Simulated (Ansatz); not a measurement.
## Ni on a Si site in Si

Computed with Ansatz 0.2.0, DFT PBEsol, scalar-relativistic, plane waves, PAW. Run with 420 eV cutoff, 3×3×3 k-mesh, Gaussian smearing of 0.02 eV, collinear spin.

Host crystal, relaxed:

```yaml
crystal:
  lattice:
    - [0.00000, 2.71692, 2.71692]
    - [2.71692, 0.00000, 2.71692]
    - [2.71692, 2.71692, 0.00000]
  atoms:
    - { symbol: Si, position: [0.25000, 0.25000, 0.25000] }
    - { symbol: Si, position: [0.00000, 0.00000, 0.00000] }
```

Supercell of 32 atoms, rows in host cell vectors: 3 -1 -1; -1 3 -1; -1 -1 3. Atoms relax at the host's cell, keeping the symmetry that the supercell leaves at the site. The cell is small, so energies carry finite-size errors of tenths of an eV. The host's Kohn–Sham gap is 0.46 eV. Atoms are taken from and returned to the elements' standard states. Charged cells are corrected for image charges with the computed static dielectric tensor (mean 13.3) and aligned with the host's potential at far atoms (alignment terms reach 0.07 eV; the program doubts the alignment in some charges, where it is up to 0.07 eV). No band-filling term is added, and the Fermi level counts from the host's valence band top.

Defect: Ni on a Si site at (0.250, 0.250, 0.250) of the host cell.

What is the formation energy of the neutral defect?

1.62 eV.

Does the neutral defect carry a moment, and how do its surroundings relax?

It changes the cell's moment by 0.67 μB (a fraction, from partly filled bands). The nearest neighbours before are 4 Si at 2.35 Å; after relaxation the atoms near the site are 4 Si at 2.24 Å; the largest move is 0.12 Å.

Charges +1, 0, -1 were computed. Which is stable where in the gap?

Among the charges computed the stable one is 0 at the valence band top, changing to -1 at 0.26 eV. In charge +1 the extra carrier would gain by moving to a band edge of the host, so it isn't bound in the gap, though by less than the errors named above. In charge +1, 0, -1 the cell has partly filled bands: a level of the defect may be part filled, the carrier may sit in the host's bands, or levels may cross between the k points, so transitions that involve it are doubtful. Levels between neighbouring charges: (+1/0) -0.13 eV, (0/-1) 0.26 eV.